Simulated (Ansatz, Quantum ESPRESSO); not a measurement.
**Al and the pressure, program beside program**

The cell as given:

```yaml
crystal:
  lattice:
    - [0.00000, 2.02481, 2.02481]
    - [2.02481, 0.00000, 2.02481]
    - [2.02481, 2.02481, 0.00000]
  atoms:
    - { symbol: Al, position: [0.00000, 0.00000, 0.00000] }
```

Kept alike: task relaxation of cell and atoms; functional PBEsol; k mesh 11 × 11 × 11; occupations fermi-dirac, width 0.05 eV; no spin polarisation. The mesh is that of the run's cell of 1 atom. No spin-orbit coupling.

- A: Ansatz, all-electron LAPW, scalar-relativistic
- B: Quantum ESPRESSO, GBRV 1.5 PBEsol, cutoff 707 eV

```csv
pressure (GPa),A: volume (Å³/atom),B: volume (Å³/atom)
0,16.207,16.187
5,15.359,15.343
10,14.693,14.678
```

Values hold for each row's relaxed cell, which stops near the pressure aimed at. The runs follow the start's structure, whether or not it is the stable one at these pressures.

Problem. How large is the effect of the pressure, and do the programs agree on it?

Solution. From 0 to 10 GPa the volume moves by -1.514 in A, -1.509 in B (Å³/atom). Row by row the programs differ by 0.015 to 0.020, and over this span the shifts, as printed, agree within 1 %.
